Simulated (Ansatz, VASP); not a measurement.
## AlN: VASP beside Ansatz

```xyz
4
Lattice="3.0887 0.0000 0.0000 -1.5444 2.6749 0.0000 0.0000 0.0000 4.9438" Properties=species:S:1:pos:R:3 pbc="T T T"
Al    0.0000    1.7489    0.0075
Al    1.5444    0.9260    2.4794
N     0.0000    1.8140    1.8958
N     1.5444    0.8609    4.3677
```

Change from the starting cell: mode 4 frozen in at +0.000 Å and mode 5 at -0.034 Å (largest displacements).

Alike in both runs: task single point; functional LDA; k mesh 9 × 9 × 6; occupations gaussian, width 0.05 eV; no spin polarisation.

|  | VASP | Ansatz |
| --- | --- | --- |
| version | VASP 6.6.1 | Ansatz 0.2.0 |
| potentials or method | VASP PAW LDA potentials, release 64 (Al, N) | scalar-relativistic, plane waves, PAW |
| plane-wave cutoff (eV) | 520 | 520 |
| valence electrons in the cell | 16 | 16 |

|  | VASP | Ansatz | Ansatz less VASP |
| --- | --- | --- | --- |
| gap on the k mesh at the Fermi level (eV) | 4.41 | 4.40 | -0.005 |
| least direct gap on the mesh (eV) | 4.41 | 4.40 | -0.005 |
| pressure (GPa) | 0.6 | 0.0 | -0.59 |
| largest component of the traceless stress (GPa) | 0.04 | 0.06 | +0.019 |
| rms of the force components (eV/Å) | 0.086 | 0.087 | +0.0001 |

Atom by atom the forces differ by 0.001 eV/Å (rms over components).

Caveats: an odd mesh through Γ misses points on the zone boundary, where band edges often lie.
